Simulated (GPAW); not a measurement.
Runs of GPAW 26.7.0 on HfO2. The structure is cubic, space group Fm-3m (No. 225). The conventional cell has a = 5.115 Å, b = 5.115 Å, c = 5.115 Å, α = 90.00°, β = 90.00°, γ = 90.00°. Hf (site symmetry m-3m) is surrounded by 8 O at 2.21 Å. Around O (site symmetry -43m) lie 4 Hf at 2.21 Å. Measurements of this composition are mostly on another form, of space group No. 14.

```csv
task,level,potentials or basis,U,k mesh,band path,band points,gap on the mesh (eV),pressure (GPa),V0 of scaled cells (Å³/atom),B0 (GPa)
band structure,PBEsol,"PAW data sets generated in the run's folder for this functional, pw",-,9 × 9 × 9,"GXWKGLUWLK,UX",80,3.70,-10.3,-,-
equation of state,PBE,"PAW data sets generated in the run's folder for this functional, pw",-,7 × 7 × 7,-,-,-,-,11.03,252
band structure,PBEsol+U,"PAW data sets generated in the run's folder for this functional, pw",Hf d U = 1 eV,9 × 9 × 9,"GXWKGLUWLK,UX",80,3.90,(b),-,-
band structure,r2SCAN,"GPAW PAW data sets (gpaw-data 1.2.1), pw",-,9 × 9 × 9,"GXWKGLUWLK,UX",100,(a),-8.5,-,-
equation of state,PBE,"GPAW PAW data sets (gpaw-data 1.2.1), pw",-,7 × 7 × 7,-,-,-,-,11.03,252
```

Alike in all rows: no spin polarisation; cell as given; cutoff (eV) 800; smearing fermi-dirac 0.05 eV.

Problem. Fill in the values left out.

Solution. (a) 4.32; (b) -7.7.

Caveats: spin-orbit coupling is left out, which moves the levels of the heavy elements (some runs); the mesh misses the band edges, which the band path finds closer together (some runs); the PAW data sets were made with another functional, which shifts forces and pressure a little (some runs).

A k mesh can miss the band edges, and the runs leave out spin-orbit coupling on Hf.

Not every run made on this cell is shown here.
